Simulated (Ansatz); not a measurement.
Input and command of a plane-wave DFT calculation in Ansatz:

```yaml
crystal:
  lattice:
    - [0.0, 2.3724180708, 2.6096598778]
    - [2.3724180708, 0.0, 2.6096598778]
    - [2.3724180708, 2.3724180708, 0.0]
  atoms:
    - { symbol: Ca, position: [0.0, 0.0, 0.0] }
    - { symbol: O, position: [0.5, 0.5, 0.5] }
basis:
  ecutwfc: 500
kpoints:
  mp_grid: { grid: [10, 10, 10] }
hamiltonian:
  xc: r2scan
scf:
  occupations: { method: gaussian, width: 0.05 }
output:
  forces: true
  stress: true
  eigenvalues: true
```

```bash
ansatz run input.yaml --threads 1 --pin off --max-ram 2560MiB --backend cpu --events-out ev --progress --plain --runs-dir out
```

Processor: Arm Neoverse V1, 1 thread, on a host shared with other jobs.

Estimate time, memory and problem size.

About 5.3 s on 1 thread of Arm Neoverse V1 (shared host), peak memory 0.38 GiB. It solves 12 bands at 102 k points (the mesh reduced by symmetry) with about 765 plane waves, in 6 SCF iterations.
